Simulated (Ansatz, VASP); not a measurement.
**Two plane-wave programs on MgS**

The input INCAR:

```
SYSTEM = MgS
PREC = Accurate
ENCUT = 520
EDIFF = 1E-6
ISMEAR = 0
SIGMA = 0.1
LREAL = .False.
LASPH = .True.
NELM = 100
ALGO = Normal
ISIF = 2
LWAVE = .False.
LCHARG = .False.
NBANDS = 16
```

KPOINTS

```
Automatic mesh
0
Gamma
  4 4 4
  0 0 0
```

File POSCAR:

```
MgS
1.0
    3.9416705380      0.0000000000      0.0000000000
    0.0000000000      5.5743639333      0.0000000000
    0.0000000000      0.0000000000      3.9720758334
Mg S
2 2
Direct
    0.0000000000      0.0000000000      0.0000000000
    0.5000000000      0.5000000000      0.5000000000
    0.0000000000      0.2500000000      0.5000000000
    0.5000000000      0.7500000000      0.0000000000
```

Input for Ansatz:

```yaml
crystal:
  lattice:
    - [3.941670538, 0.0, 0.0]
    - [0.0, 5.5743639333, 0.0]
    - [0.0, 0.0, 3.9720758334]
  atoms:
    - { symbol: Mg, position: [0.0, 0.0, 0.0] }
    - { symbol: Mg, position: [0.5, 0.5, 0.5] }
    - { symbol: S, position: [0.0, 0.25, 0.5] }
    - { symbol: S, position: [0.5, 0.75, 0.0] }
basis:
  ecutwfc: 420
kpoints:
  mp_grid: { grid: [4, 4, 4] }
hamiltonian:
  xc: lda
scf:
  occupations: { method: gaussian, width: 0.1 }
output:
  forces: true
  stress: true
  eigenvalues: true
```

The cell comes from a database or a generator and needn't be the stable form of this composition.

Alike in both runs: task single point; functional LDA; k mesh 4 × 4 × 4; occupations gaussian, width 0.1 eV; no spin polarisation.

|  | VASP | Ansatz |
| --- | --- | --- |
| version | VASP 6.6.1 | Ansatz 0.2.0 |
| potentials or method | VASP PAW LDA potentials, release 64 (Mg, S) | scalar-relativistic, plane waves, PAW |
| plane-wave cutoff (eV) | 520 | 420 |
| valence electrons in the cell | 16 | 32 |

Ansatz gave:

| Item | Value |
| --- | --- |
| gap on the k mesh at the Fermi level (eV) | 3.37 |
| least direct gap on the mesh (eV) | 3.37 |
| pressure (GPa) | 0.2 |
| largest component of the traceless stress (GPa) | 0.47 |
| rms of the force components (eV/Å) | 0.030 |

Estimate VASP's values.

gap on the k mesh at the Fermi level (eV): 3.38; least direct gap on the mesh (eV): 3.38; pressure (GPa): -0.1; largest component of the traceless stress (GPa): 0.47; rms of the force components (eV/Å): 0.030.

Atom by atom the forces differ by 0.000 eV/Å (rms over components). The two sets of potentials don't hold the same shells in valence.

A k mesh can miss the band edges.
